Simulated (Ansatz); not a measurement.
## Notes on Au

```xyz
2
Lattice="1.5128 2.6202 0.0000 -1.5128 2.6202 0.0000 0.0000 0.0000 4.8857" Properties=species:S:1:pos:R:3 pbc="T T T"
Au    0.0000    1.7468    1.2214
Au    0.0000    3.4936    3.6643
```

Level: PBE, no spin polarisation; 420 eV; 13×13×7 Γ-centred mesh; cold occupations (width 0.09 eV); Ansatz 0.2.0, fixed geometry.

Problem. What does the stress say?

Solution. The pressure is -8.3 GPa (compression positive), so with the atoms held at these fractions the cell would first shrink. The principal stresses -9.3, -9.3, -6.4 GPa differ, so its shape would change too.

Problem. Metal or insulator?

Solution. It is a metal, with about 0.66 states/eV a cell as the mean within 0.25 eV of the Fermi level.

Problem. What do density and ELF say about some of the short contacts?

Solution. Au–Au at 3.00 Å: least valence density 0.23 e/Å³ and ELF 0.19 there. These are pseudo-fields; inside the PAW spheres they differ from the all-electron ones.

Origin: a known structure type with other elements, at an estimated volume, so it need not be a known compound.
